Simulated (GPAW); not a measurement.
Runs of GPAW 26.7.0 on Ti. Symmetry: Fm-3m, No. 225, cubic system. Conventional cell: a = 4.060 Å, b = 4.060 Å, c = 4.060 Å, α = 90.00°, β = 90.00°, γ = 90.00°. Around Ti (site symmetry m-3m) lie 12 Ti at 2.87 Å. This isn't the form of Ti at room conditions, which is hcp.

| task | level | potentials or basis | cell | smearing | smearing order | band path | band points | gap on the mesh (eV) | pressure (GPa) |
| --- | --- | --- | --- | --- | --- | --- | --- | --- | --- |
| single point | LDA | the program's PAW data sets (release 1.2.1) made for this functional, pw | as given | gaussian 0.02 eV | - | - | - | none | (a) |
| single point | PBEsol | PAW data sets generated in the run's folder for this functional, pw | the cell as VASP's run set it | gaussian 0.02 eV | - | - | - | none | -1.3 |
| single point | PBEsol | PAW data sets generated in the run's folder for this functional, pw | as given | gaussian 0.02 eV | - | - | - | none | -1.3 |
| band structure | LDA | the program's PAW data sets (release 1.2.1) made for this functional, pw | as given | methfessel-paxton 0.2 eV | 1 | GXWKGLUWLK,UX | 80 | - | -5.6 |

Alike in all rows: no spin polarisation; k mesh 11 × 11 × 11; cutoff (eV) 600.

Question: Estimate the missing entries.

Answer: (a) -5.8.

Caveats: this smearing can pin the Fermi level at a band edge (some runs).

A k mesh can miss the band edges.

A gap of «none» marks a metal or a gap under the smearing width.

Not every run made on this cell is shown here.
